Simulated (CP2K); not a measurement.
Crystal: PbO2.

```
Pb O
1.0
     4.99496    0.00000    0.00000
     0.00000    4.99496    0.00000
     0.00000    0.00000    3.40900
Pb O
2 4
Direct
  0.50000 0.50000 0.50000
  0.00000 0.00000 0.00000
  0.69257 0.69257 0.00000
  0.80743 0.19257 0.50000
  0.19257 0.80743 0.50000
  0.30743 0.30743 0.00000
```

The cell is a database's computed one.

```yaml
Program: CP2K 2026.2
Task: relaxation of cell and atoms
Functional: PBEsol
Potentials_or_basis: POTENTIAL_UZH Pb GTH-PBE-q4, O GTH-PBE-q6; TZVP-MOLOPT-PBE-GTH basis
Density_cutoff: 8163 eV
k_mesh: 4 × 4 × 6
Occupations: fermi-dirac, width 0.01 eV
Spin: no spin polarisation
```

At the start: pressure 7.2 GPa; volume 14.18 Å³/atom.

How do energy, volume and symmetry change on relaxing?

Over 14 steps the energy falls by 16.3 meV/atom and the volume is 14.89 Å³/atom (+5.1 %); space group P4_2/mnm (No. 136, to 0.05 Å).

Step by step:
| step | energy change (eV) | largest force (eV/Å) | volume (Å³) |
| --- | --- | --- | --- |
| 1 | 0.0000 | 0.0391 | 85.05 |
| 2 | -0.0280 | 0.0562 | 85.66 |
| 3 | -0.0935 | 0.1521 | 88.60 |
| 4 | -0.0950 | 0.1456 | 88.95 |
| 5 | -0.0957 | 0.1256 | 89.14 |
| 6 | -0.0965 | 0.0857 | 89.25 |
| 7 | -0.0969 | 0.0911 | 89.22 |
| 8 | -0.0970 | 0.1029 | 89.16 |
| 9 | -0.0971 | 0.1060 | 89.12 |
| 10 | -0.0974 | 0.1021 | 89.11 |
| 11 | -0.0977 | 0.0878 | 89.18 |
| 12 | -0.0979 | 0.0728 | 89.30 |
| 13 | -0.0979 | 0.0689 | 89.37 |
| 14 | -0.0980 | 0.0689 | 89.37 |

Final structure:
```
CELL_PARAMETERS angstrom
5.06219 0.00000 0.00000
0.00000 5.06219 0.00000
0.00000 0.00000 3.48745
ATOMIC_POSITIONS crystal
Pb 0.50000 0.50000 0.50000
Pb 0.00000 0.00000 0.00000
O 0.69146 0.69146 0.00000
O 0.80854 0.19146 0.50000
O 0.19146 0.80854 0.50000
O 0.30854 0.30854 0.00000
```

Caveat: the potentials were made for another functional, which shifts forces and pressure; the basis of atomic orbitals isn't converged, which shifts pressures, moduli and gaps.
